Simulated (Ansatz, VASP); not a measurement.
Mo: VASP beside Ansatz

File INCAR:

```
ALGO = Normal
EDIFF = 1E-7
ENCUT = 520
GGA = PE
ISIF = 2
ISMEAR = 0
LASPH = T
LCHARG = T
LELF = T
LREAL = F
LVHAR = T
LWAVE = F
NBANDS = 13
NELM = 80
PREC = Accurate
SIGMA = 0.05
```

File KPOINTS:

```
k-points
0
Gamma
  18 18 18
```

POSCAR

```
Mo
1.0
   -1.5801017721      1.5801017721      1.5801017721
    1.5801017721     -1.5801017721      1.5801017721
    1.5801017721      1.5801017721     -1.5801017721
Mo
1
Direct
    0.0000000000      0.0000000000      0.0000000000
```

Input for Ansatz:

```yaml
crystal:
  lattice:
    - [-1.5801017723, 1.5801017723, 1.5801017723]
    - [1.5801017723, -1.5801017723, 1.5801017723]
    - [1.5801017723, 1.5801017723, -1.5801017723]
  atoms:
    - { symbol: Mo, position: [0.0, 0.0, 0.0] }
basis:
  ecutwfc: 420
  ecutrho_ratio: 4
kpoints:
  mp_grid: { grid: [18, 18, 18] }
hamiltonian:
  xc: pbe
scf:
  occupations: { method: gaussian, width: 0.05 }
output:
  forces: true
  stress: true
  eigenvalues: true
```

Alike in both runs: task single point; functional PBE; k mesh 18 × 18 × 18; occupations gaussian, width 0.05 eV; no spin polarisation.

|  | VASP | Ansatz |
| --- | --- | --- |
| version | VASP 6.6.1 | Ansatz 0.2.0 |
| potentials or method | VASP PAW PBE potentials, release 64 (Mo_sv) | scalar-relativistic, plane waves, PAW |
| plane-wave cutoff (eV) | 520 | 420 |
| valence electrons in the cell | 14 | 14 |

VASP gave:

```
gap on the k mesh at the Fermi level (eV) : none
pressure (GPa)                            : 0.5
```

**Question.** Which values does Ansatz return?

**Answer.** gap on the k mesh at the Fermi level (eV): none; pressure (GPa): 0.0.

A gap of «none» marks a metal or a gap that the smearing closes. With one functional, cell and mesh, what is left measures potentials, basis and numerics.
